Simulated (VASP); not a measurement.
# PbS in VASP 6.6.1, single-point calculation

INCAR

```
NELM = 75
NBANDS = 17
PREC = Accurate
LASPH = .TRUE.
SIGMA = 0.02
EDIFF = 1E-7
GGA = PE
LWAVE = .FALSE.
ISMEAR = -1
LREAL = .FALSE.
ENCUT = 520
ISIF = 2
IBRION = -1
NSW = 0
LCHARG = .FALSE.
```

KPOINTS

```
KPOINTS created by Atomic Simulation Environment
0
Gamma
8 8 8
0 0 0
```

POSCAR

```
Pb S
 1.0000000000000000
     2.8976160000000002    0.0000000000000000    3.0101439999999999
     0.0000000000000000    2.8976160000000002    3.0101439999999999
     2.8976160000000002    2.8976160000000002    0.0000000000000000
 Pb  S
   1   1
Cartesian
  0.0000000000000000  0.0000000000000000  0.0000000000000000
  2.8976160000000002  2.8976160000000002  3.0101439999999999
```

The recommended PBE PAW datasets give the neutral cell 20 valence electrons.

Command

```
mpirun -np 1 vasp_std
```

Standard output (part)

```
|     EEEEEEE  RRRRRR   RRRRRR   OOOOOOO  RRRRRR      ###     ###     ###     |
|     E        R     R  R     R  O     O  R     R     ###     ###     ###     |
|     E        R     R  R     R  O     O  R     R     ###     ###     ###     |
|     EEEEE    RRRRRR   RRRRRR   O     O  RRRRRR       #       #       #      |
|     E        R    R   R    R   O     O  R    R      ###     ###     ###     |
|     EEEEEEE  R     R  R     R  OOOOOOO  R     R     ###     ###     ###     |
|     ERROR: the triple product of the basis vectors is negative exchange     |
|     two basis vectors                                                       |
|       ---->  I REFUSE TO CONTINUE WITH THIS SICK JOB ... BYE!!! <----       |
```

VASP stopped before the first electronic step.

**Question.** What is wrong with this input?

**Answer.** Left-handed cell vectors. VASP stopped before the first electronic step.
